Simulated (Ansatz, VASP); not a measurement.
# Be in VASP and in Ansatz

File INCAR:

```
ALGO = Normal
EDIFF = 1E-6
EDIFFG = -0.01
ENCUT = 600
GGA = PS
IBRION = 2
ISIF = 3
ISMEAR = -1
LASPH = True
LCHARG = False
LREAL = False
LWAVE = False
NELM = 60
NSW = 60
PREC = Accurate
SIGMA = 0.05
```

Contents of KPOINTS:

```
k-points
0
Gamma
  13 13 10
```

File POSCAR:

```
Be
1.0
    2.0208100000      0.0000000000      0.0000000000
    0.0000000000      2.0208100000      0.0000000000
    0.0000000000      0.0000000000      2.6616400000
Be
1
Direct
    0.0000000000      0.0000000000      0.5000000000
```

The input input.yaml:

```yaml
crystal:
  lattice:
    - [2.02081, 0.0, 0.0]
    - [0.0, 2.02081, 0.0]
    - [0.0, 0.0, 2.66164]
  atoms:
    - { symbol: Be, position: [0.0, 0.0, 0.5] }
hamiltonian:
  xc: pbesol
  pseudopotentials: { kind: paw }
kpoints:
  mp_grid: { grid: [13, 13, 10] }
scf:
  occupations: { method: fermi_dirac, width: 0.05 }
output:
  forces: true
  stress: true
  eigenvalues: true
relax:
  f_tol: 0.01
  max_steps: 40
  cell: { stress_tol: 0.05 }
```

The cell was built by a generator and needn't be a form met in nature.

Alike in both runs: task relaxation of cell and atoms; functional PBEsol; k mesh 13 × 13 × 10; occupations fermi-dirac, width 0.05 eV; no spin polarisation.

```csv
,VASP,Ansatz
version,VASP 6.6.1,Ansatz 0.2.0
potentials or method,"VASP PAW PBE potentials, release 64 (Be)",Ansatz PAW
plane-wave cutoff (eV),600,420
valence electrons in the cell,2,2
```

|  | VASP | Ansatz | Ansatz less VASP |
| --- | --- | --- | --- |
| gap on the k mesh at the Fermi level, each at its own relaxed structure (eV) | none | none | - |
| relaxed volume (Å³/atom) | 10.73 | 10.70 | -0.024 |
| relaxed cell length with the largest relative difference (Å) | 2.019 | 2.018 | -0.0015 |

A gap of «none» marks a metal or a gap that the smearing closes.

Caveats: the PAW data sets were made with another functional, which shifts forces and pressure a little (VASP); the plane-wave basis is chosen anew once the cell has moved, so the energies of steps on either side of that aren't comparable (Ansatz); the PAW data sets come from PBE, with cores solved anew for the run's functional, which leaves a small shift of forces and pressure (Ansatz).
